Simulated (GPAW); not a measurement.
The system is CaO.

```
Ca O
1.0
     3.39914    0.00000    0.00000
     1.69957    2.94374    0.00000
     1.69957    0.98125    2.77539
Ca O
1 1
Direct
  0.00000 0.00000 0.00000
  0.50000 0.50000 0.50000
```

The cell is a database's computed one.

Base run:

```yaml
Program: GPAW 26.7.0
Functional: MS2
Potentials_or_basis: GPAW PAW data sets (gpaw-data 1.2.1)
Cutoff: 800 eV
Basis: pw
k_mesh: 8 × 8 × 8
Occupations: fermi-dirac, width 0.05 eV
Spin: no spin polarisation
```

Its results: band gap on the k mesh 4.05 eV, indirect (least direct gap 4.43 eV).

**Question.** The run is repeated on the same cell with these changes: functional from MS2 to TB-mBJ; potentials or basis from GPAW PAW data sets (gpaw-data 1.2.1) to GPAW PAW data sets for LDA (gpaw-data 1.2.1). What comes out?

**Answer.** Band gap on the k mesh 5.32 eV, indirect (least direct gap 5.65 eV).

Caveats: a model potential gives levels but no total energy (some runs).

Not every run made on this cell is shown here.
